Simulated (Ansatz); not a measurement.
K:

```
CELL_PARAMETERS angstrom
-2.69756 2.69756 2.69756
2.69756 -2.69756 2.69756
2.69756 2.69756 -2.69756
ATOMIC_POSITIONS crystal
K 0.00000 0.00000 0.00000
```

Program: Ansatz 0.2.0. Alike in all runs: no spin polarisation; cell as given. Hardware: 1 thread of Arm Neoverse V1, with other jobs on the host.

Problem. Order these runs on this cell by their wall time, lowest first.
A. task single point; level PBE; potentials or basis Ansatz PAW; k mesh 7 × 7 × 7; cutoff (eV) 420; smearing fermi-dirac 0.05 eV
B. task band structure; level HSEsol; potentials or basis PseudoDojo standard (PBEsol files); k mesh 5 × 5 × 5; cutoff (eV) 1007; smearing fermi-dirac 0.1 eV; points for each segment of the path 4
C. task atomic charges; level r2SCAN+D3(BJ); potentials or basis PseudoDojo standard (PBE files); k mesh 5 × 5 × 5; cutoff (eV) 1007; smearing gaussian 0.05 eV; other keys hamiltonian.dispersion = d3bj; hamiltonian.xc = r2scan
D. task band structure; level HSE06+D3(BJ); potentials or basis Ansatz PAW earlier set; k mesh 5 × 5 × 5; cutoff (eV) 390; smearing fermi-dirac 0.05 eV; points for each segment of the path 4; other keys accuracy = high
E. task single point; level HSE03; potentials or basis Ansatz PAW; k mesh 5 × 5 × 5; cutoff (eV) 420; smearing fermi-dirac 0.15 eV; other keys kpoints.mp_grid.shift = [0.5, 0.5, 0.5]; …

Solution. A (1.2 s), C (4.7 s), E (21 s), D (130 s), B (1100 s).

Caveats: the meta-GGA runs on potentials made for a GGA (some runs); the dispersion damping was fitted for another functional or another form of the correction (some runs).
